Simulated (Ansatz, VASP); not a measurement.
**One calculation of Na, two programs**

File INCAR:

```
SYSTEM = Na
PREC = Accurate
ENCUT = 520
EDIFF = 1E-6
ISMEAR = -1
SIGMA = 0.05
LREAL = .FALSE.
LASPH = .TRUE.
NELM = 60
ALGO = Fast
ISIF = 2
LWAVE = .FALSE.
LCHARG = .FALSE.
GGA = PS
NBANDS = 10
```

The input KPOINTS:

```
regular mesh
0
G
  5 5 5
  0 0 0
```

POSCAR

```
Na
1.0
   -2.1410000000      2.1410000000      2.1410000000
    2.1410000000     -2.1410000000      2.1410000000
    2.1410000000      2.1410000000     -2.1410000000
Na
1
Direct
    0.0000000000      0.0000000000      0.0000000000
```

input.yaml

```yaml
crystal:
  lattice:
    - [-2.141, 2.141, 2.141]
    - [2.141, -2.141, 2.141]
    - [2.141, 2.141, -2.141]
  atoms:
    - { symbol: Na, position: [0.0, 0.0, 0.0] }
hamiltonian:
  xc: pbesol
  pseudopotentials: { kind: paw }
kpoints:
  mp_grid: { grid: [5, 5, 5] }
  band_path:
    path:
      - [[0.0, 0.0, 0.0], [0.5, -0.5, 0.5], [0.0, 0.0, 0.5], [0.0, 0.0, 0.0], [0.25, 0.25, 0.25], [0.5, -0.5, 0.5]]
      - [[0.25, 0.25, 0.25], [0.0, 0.0, 0.5]]
    npoints: 14
scf:
  occupations: { method: fermi_dirac, width: 0.05 }
  n_extra_bands: 6
output:
  forces: true
  stress: true
  eigenvalues: true
  fatbands: false
  write_density: true
  write_potential: true
  elf: true
  volumetric_format: npy
```

Alike in both runs: functional PBEsol; k mesh 5 × 5 × 5; occupations fermi-dirac, width 0.05 eV; no spin polarisation.

|  | VASP | Ansatz |
| --- | --- | --- |
| version | VASP 6.6.1 | Ansatz 0.2.0 |
| potentials or method | VASP PAW PBE potentials, release 64 (Na_pv) | Ansatz PAW |
| plane-wave cutoff (eV) | 520 | 420 |
| valence electrons in the cell | 7 | 9 |
| task | single point | band structure |

|  | VASP | Ansatz | Ansatz less VASP |
| --- | --- | --- | --- |
| gap on the k mesh at the Fermi level (eV) | none | none | - |
| pressure (GPa) | -0.5 | -0.5 | -0.03 |

A gap of «none» marks a metal or a gap that the smearing closes. With one functional, cell and mesh, what is left measures potentials, basis and numerics. The two sets of potentials don't hold the same shells in valence.

Caveats: the k mesh is coarse (spacing up to 0.42 Å⁻¹), so the values aren't converged; the PAW data sets were made with another functional, which shifts forces and pressure a little (VASP); the PAW data sets come from PBE, with cores solved anew for the run's functional, which leaves a small shift of forces and pressure (Ansatz).
